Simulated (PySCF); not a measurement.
Job file and geometry (Å, from PBE0-D3(BJ)/def2-SVP) of a spin–spin coupling run on acetone, C3H6O, B3LYP/pcJ-1 indirect spin-spin coupling, non-relativistic, gas phase in PySCF; density fitting, a coarse starting grid and PySCF grid level 2 are the driver's defaults:

```
$ OMP_NUM_THREADS=1 python probes_run.py task.json out

{"job": {"kind": "j", "xc": "B3LYP", "basis": "pcJ-1"}, "charge": 0, "multiplicity": 1}
C     -1.219854    -0.089290    -0.381605
C     -0.104664     0.030090     0.630365
C      1.301253     0.059138     0.078986
O     -0.324862     0.095111     1.815237
H     -1.151962    -1.059019    -0.901020
H     -1.136274     0.691936    -1.153241
H     -2.189780    -0.014509     0.125430
H      2.022437     0.089705     0.904986
H      1.490263    -0.824073    -0.551594
H      1.438112     0.944154    -0.563134
```

Task: Write the output of this run.

Result: 
```
coarse grid: 8064 points
cycle   1  E = -192.9849525158  dE =  3.475e-01  |g| = 8.487e-01  |ddm| = 2.373e+00
cycle   2  E = -192.5008288239  dE =  4.841e-01  |g| = 1.789e+00  |ddm| = 2.939e+00
cycle   3  E = -193.1176210559  dE = -6.168e-01  |g| = 1.998e-01  |ddm| = 2.389e+00
cycle   4  E = -193.1262253798  dE = -8.604e-03  |g| = 6.764e-02  |ddm| = 1.776e-01
cycle   5  E = -193.1272533678  dE = -1.028e-03  |g| = 7.191e-03  |ddm| = 4.460e-02
cycle   6  E = -193.1272622093  dE = -8.841e-06  |g| = 2.423e-03  |ddm| = 5.098e-03
final grid: 77064 points
cycle   7  E = -193.1695895317  dE = -8.480e-05  |g| = 8.854e-03  |ddm| = 1.849e-02
cycle   8  E = -193.1695488482  dE =  4.068e-05  |g| = 1.714e-02  |ddm| = 1.828e-02
cycle   9  E = -193.1696030660  dE = -5.422e-05  |g| = 2.115e-03  |ddm| = 1.374e-02
cycle  10  E = -193.1696038978  dE = -8.318e-07  |g| = 3.742e-04  |ddm| = 1.464e-03
cycle  11  E = -193.1696039286  dE = -3.080e-08  |g| = 2.414e-05  |ddm| = 2.533e-04
cycle  12  E = -193.1696039288  dE = -1.440e-10  |g| = 7.941e-06  |ddm| = 4.625e-05
converged SCF energy = -193.1696039288

Indirect spin-spin couplings (Hz)
  i      j    bonds     total        FC       PSO       DSO        SD
  0 C    1 C    1     42.597    44.250    -1.886     0.233         -
  0 C    2 C    2     19.225    19.530    -0.284    -0.022         -
  0 C    3 O    2     -1.951    -3.671     1.671     0.048         -
  0 C    4 H    1    129.292   127.327     1.350     0.614         -
  0 C    5 H    1    130.587   128.654     1.320     0.612         -
  0 C    6 H    1    142.108   140.532     0.961     0.615         -
  0 C    7 H    3      5.374     5.405     0.452    -0.483         -
  0 C    8 H    3     -0.230    -0.215     0.023    -0.038         -
  0 C    9 H    3     -0.326    -0.307     0.050    -0.069         -
  1 C    2 C    1     42.613    44.268    -1.889     0.233         -
  1 C    3 O    1     33.679    13.294    20.451    -0.065         -
  1 C    4 H    2     -5.198    -5.141    -0.048    -0.009         -
  1 C    5 H    2     -4.296    -4.143    -0.125    -0.027         -
  1 C    6 H    2     -6.018    -5.608    -0.328    -0.082         -
  1 C    7 H    2     -6.020    -5.607    -0.331    -0.082         -
  1 C    8 H    2     -4.491    -4.358    -0.110    -0.023         -
  1 C    9 H    2     -5.025    -4.950    -0.061    -0.013         -
  2 C    3 O    2     -1.951    -3.670     1.671     0.048         -
  2 C    4 H    3     -0.362    -0.342     0.056    -0.076         -
  2 C    5 H    3     -0.185    -0.172     0.018    -0.031         -
  2 C    6 H    3      5.344     5.375     0.452    -0.483         -
  2 C    7 H    1    142.159   140.585     0.959     0.616         -
  2 C    8 H    1    130.170   128.228     1.329     0.613         -
  2 C    9 H    1    129.659   127.702     1.343     0.614         -
  3 O    4 H    3     -2.073    -2.476     0.136     0.267         -
  3 O    5 H    3     -2.333    -2.862     0.236     0.294         -
  3 O    6 H    3     -1.379    -2.018     0.602     0.037         -
  3 O    7 H    3     -1.377    -2.018     0.605     0.037         -
  3 O    8 H    3     -2.285    -2.791     0.217     0.289         -
  3 O    9 H    3     -2.117    -2.542     0.152     0.273         -
  4 H    5 H    2    -20.058   -20.197     2.593    -2.455         -
  4 H    6 H    2    -14.050   -14.144     2.767    -2.673         -
  4 H    8 H    4      0.981     0.982    -0.937     0.936         -
  4 H    9 H    4     -0.712    -0.618     0.788    -0.883         -
  5 H    6 H    2    -12.236   -12.323     2.818    -2.731         -
  5 H    7 H    4      0.513     0.603     1.557    -1.646         -
  5 H    8 H    4     -0.945    -0.864     0.371    -0.452         -
  5 H    9 H    4      1.034     1.031    -0.982     0.986         -
  6 H    7 H    4      3.695     3.806     1.761    -1.873         -
  6 H    8 H    4      0.497     0.588     1.567    -1.657         -
  7 H    8 H    2    -12.587   -12.674     2.806    -2.719         -
  7 H    9 H    2    -13.633   -13.725     2.779    -2.687         -
  8 H    9 H    2    -20.109   -20.248     2.592    -2.453         -
```

Size and cost of the density-fitted run: 168 basis functions, 8.7 s wall time on 1 thread of an Intel Xeon Platinum 8375C, shared host; peak memory 0.71 GiB.
